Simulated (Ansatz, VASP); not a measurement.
**One calculation of SrO, two programs**

The input INCAR:

```
SYSTEM = SrO
  PREC = Accurate
  ENCUT = 520
  EDIFF = 1E-6
  ISMEAR = 0
  SIGMA = 0.05
  LREAL = .FALSE.
  LASPH = .TRUE.
  NELM = 80
  ALGO = Normal
  ISIF = 2
  LWAVE = .FALSE.
  LCHARG = .FALSE.
  GGA = PS
  NBANDS = 24
```

Contents of KPOINTS:

```
regular mesh
0
G
  9 9 4
  0 0 0
```

File POSCAR:

```
SrO
1.0
    3.5532880902      0.0000000000      0.0000000000
   -1.7766440451      3.0772377531      0.0000000000
    0.0000000000      0.0000000000      6.2173039800
Sr O
2 2
Direct
    0.3333333333      0.6666666667      0.2500000000
    0.6666666667      0.3333333333      0.7500000000
    0.0000000000      0.0000000000      0.0000000000
    0.0000000000      0.0000000000      0.5000000000
```

Input for Ansatz:

```yaml
crystal:
  lattice:
    - [3.5532880902, 0.0, 0.0]
    - [-1.7766440451, 3.0772377531, 0.0]
    - [0.0, 0.0, 6.21730398]
  atoms:
    - { symbol: Sr, position: [0.3333333333, 0.6666666667, 0.25] }
    - { symbol: Sr, position: [0.6666666667, 0.3333333333, 0.75] }
    - { symbol: O, position: [0.0, 0.0, 0.0] }
    - { symbol: O, position: [0.0, 0.0, 0.5] }
basis:
  ecutwfc: 420
kpoints:
  mp_grid: { grid: [9, 9, 4] }
hamiltonian:
  xc: pbesol
scf:
  occupations: { method: gaussian, width: 0.05 }
output:
  forces: true
  stress: true
  eigenvalues: true
```

Measurements of this composition are mostly on another form, of space group No. 225.

Alike in both runs: task single point; functional PBEsol; k mesh 9 × 9 × 4; occupations gaussian, width 0.05 eV; no spin polarisation.

```csv
,VASP,Ansatz
version,VASP 6.6.1,Ansatz 0.2.0
potentials or method,"VASP PAW PBE potentials, release 64 (Sr_sv, O)","scalar-relativistic, plane waves, PAW"
plane-wave cutoff (eV),520,420
valence electrons in the cell,32,32
```

```csv
,VASP,Ansatz,Ansatz less VASP
gap on the k mesh at the Fermi level (eV),2.93,2.93,+0.006
least direct gap on the mesh (eV),2.93,2.93,+0.006
pressure (GPa),-1.8,-2.4,-0.59
largest component of the traceless stress (GPa),0.40,0.39,-0.009
```

Caveats: the PAW data sets were made with another functional, which shifts forces and pressure a little (VASP); an odd mesh through Γ misses points on the zone boundary, where band edges often lie. A hybrid or GW would open this gap; PBEsol tends to underestimate it.
